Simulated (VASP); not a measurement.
# Be: intraband terms of a metal's spectrum

Be, P6_3/mmc (no. 194), 2 atoms in the cell. PBE, independent-particle dielectric function; PAW potentials Be (PBE set).

## Input

INCAR.step1:
```
PREC = Accurate
ENCUT = 290
ISMEAR = 1
SIGMA = 0.1
EDIFF = 1E-7
LASPH = T
KPAR = 4
LWAVE = F
LCHARG = T
LMAXMIX = 4
```

INCAR.step2:
```
PREC = Accurate
ENCUT = 290
ISMEAR = 0
SIGMA = 0.3
EDIFF = 1E-6
LASPH = T
KPAR = 4
LWAVE = T
LCHARG = F
LMAXMIX = 4
ICHARG = 11
NBANDS = 20
NEDOS = 3000
OMEGAMAX = 30
CSHIFT = 0.1
```

INCAR.step3, as INCAR.step2 but for:
```
- LWAVE = T
+ LWAVE = F
+ LOPTICS = T
+ ALGO = None
+ NELM = 1
+ ISTART = 1
```

INCAR.step4, as INCAR.step3 but for:
```
+ WPLASMAI = 0.03
```

INCAR.step5 to INCAR.step6 change the same tag again: WPLASMAI = 0.1, 0.3.

INCAR.step7, as INCAR.step6 but for:
```
- WPLASMAI = 0.3
+ RTIME = 5
```

INCAR.step8, as INCAR.step7 but for:
```
- RTIME = 5
+ RTIME = 1
```

INCAR.step9, as INCAR.step8 but for:
```
- RTIME = 1
+ LNABLA = T
```

INCAR.step10, as INCAR.step9 but for:
```
- ISMEAR = 0
- LNABLA = T
+ ISMEAR = -5
```

KPOINTS.step1:
```
k-points
0
Gamma
  13 13 8
```

KPOINTS.step2:
```
k-points
0
Gamma
  15 15 8
```

POSCAR:
```
Be
1.0
    2.2853000000      0.0000000000      0.0000000000
   -1.1426500000      1.9791278553      0.0000000000
    0.0000000000      0.0000000000      3.5842000000
Be
2
Direct
    0.6666666667      0.3333333333      0.7500000000
    0.3333333333      0.6666666667      0.2500000000
```

Commands (each step's output is kept before the next begins):
```
cat potpaw_PBE.64/Be/POTCAR > POTCAR
cp INCAR.step1 INCAR
cp KPOINTS.step1 KPOINTS
mpirun -np 4 vasp_std > vasp.out
cp INCAR.step2 INCAR
cp KPOINTS.step2 KPOINTS
mpirun -np 4 vasp_std > vasp.out
cp INCAR.step3 INCAR
mpirun -np 4 vasp_std > vasp.out
cp INCAR.step4 INCAR
mpirun -np 4 vasp_std > vasp.out
cp INCAR.step5 INCAR
mpirun -np 4 vasp_std > vasp.out
cp INCAR.step6 INCAR
mpirun -np 4 vasp_std > vasp.out
cp INCAR.step7 INCAR
mpirun -np 4 vasp_std > vasp.out
cp INCAR.step8 INCAR
mpirun -np 4 vasp_std > vasp.out
cp INCAR.step9 INCAR
mpirun -np 4 vasp_std > vasp.out
cp INCAR.step10 INCAR
mpirun -np 4 vasp_std > vasp.out
```

## Result

- Bands: 20

One ground state, settings moved in the last step alone:

| Settings | Plasma frequency (eV) | Im ε at 0.5 eV | Im ε at 1 eV | Im ε at 2 eV | Im ε at 4 eV | Time (s) |
|---|---|---|---|---|---|---|
| interband part alone | 5.88 | 33.1 | 34.9 | 14.4 | 18.7 | 7 |
| Drude term, WPLASMAI 0.03 | 5.88 | 41.4 | 35.9 | 14.5 | 18.7 | 6 |
| Drude term, WPLASMAI 0.1 | 5.88 | 59.7 | 38.3 | 14.8 | 18.8 | 7 |
| Drude term, WPLASMAI 0.3 | 5.88 | 94.0 | 44.4 | 15.7 | 18.9 | 6 |
| relaxation time RTIME 5 fs | 5.88 | 67.1 | 39.3 | 15.0 | 18.8 | 7 |
| relaxation time RTIME 1 fs | 5.88 | 99.6 | 50.7 | 17.0 | 19.1 | 6 |
| transversal form (LNABLA) | 5.81 | 32.3 | 34.0 | 14.1 | 18.4 | 6 |
| tetrahedron method | – | – | – | – | – | no result |

VASP 6.6.1 took 58 s on 4 cores (AMD EPYC 7R43 (Zen 3)), a shared host.
